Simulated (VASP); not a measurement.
# W: relaxation of cell and atoms with PBEsol

The system is W.

```
W
1.0
    -1.58234    1.58234    1.58234
     1.58234   -1.58234    1.58234
     1.58234    1.58234   -1.58234
W
1
Direct
  0.00000 0.00000 0.00000
```

```
Program                : VASP 6.6.1
Task                   : relaxation of cell and atoms
Functional             : PBEsol
Potentials or basis    : VASP PAW PBE potentials, release 64 (W_sv)
Cutoff                 : 600 eV
k mesh                 : 16 × 16 × 16
Occupations            : methfessel-paxton, width 0.1 eV
Spin                   : no spin polarisation
Further INCAR settings : ALGO = Normal; EDIFF = 1e-06; IBRION = 2; EDIFFG = -0.01; NSW = 90; ISIF = 3
```

| Item | Value |
| --- | --- |
| Relaxed volume | 15.71 Å³/atom |
| Relaxed cell | a = 2.733 Å, b = 2.733 Å, c = 2.733 Å, α = 109.47°, β = 109.47°, γ = 109.47° |
| Space group after relaxing (to 0.05 Å) | Im-3m (No. 229) |
| Energy gained by relaxing | 1.3 meV/atom |
| Ionic steps | 3 |
| Pressure after relaxing | 0.0 GPa |
| Band gap on the k mesh | none (metal or under the smearing width) |

Step by step:
```tsv
step	energy change (eV)	largest force (eV/Å)	pressure (GPa)	volume (Å³)
1	0.0000	0.0000	-2.89	15.85
2	0.0164	0.0000	11.53	15.20
3	-0.0013	0.0000	-0.02	15.71
```

Final structure:
```
CELL_PARAMETERS angstrom
-1.57769 1.57769 1.57769
1.57769 -1.57769 1.57769
1.57769 1.57769 -1.57769
ATOMIC_POSITIONS crystal
W 0.00000 0.00000 0.00000
```

Levels at points of the mesh, in eV from the Fermi level:
| k point | band 4 | band 5 | band 6 | band 7 | band 8 | band 9 | band 10 | band 11 |
| --- | --- | --- | --- | --- | --- | --- | --- | --- |
| (0.00, 0.00, 0.00) | -37.72 | -9.75 | -1.29 | -1.29 | -1.29 | 2.22 | 2.22 | 14.52 |
| (0.50, 0.00, 0.00) | -37.73 | -6.39 | -3.66 | 0.68 | 2.12 | 3.11 | 6.21 | 11.18 |
| (0.50, 0.50, 0.50) | -38.65 | -5.97 | -5.97 | 5.20 | 5.20 | 5.20 | 8.28 | 8.28 |

It took 19 s on 1 thread of Intel(R) Xeon(R) 6975P-C (Granite Rapids) (shared host), peak memory 0.16 GiB.

Caveat: the PAW data sets were made with another functional, which shifts forces and pressure a little. Spin-orbit coupling is left out, which matters for the levels of W.
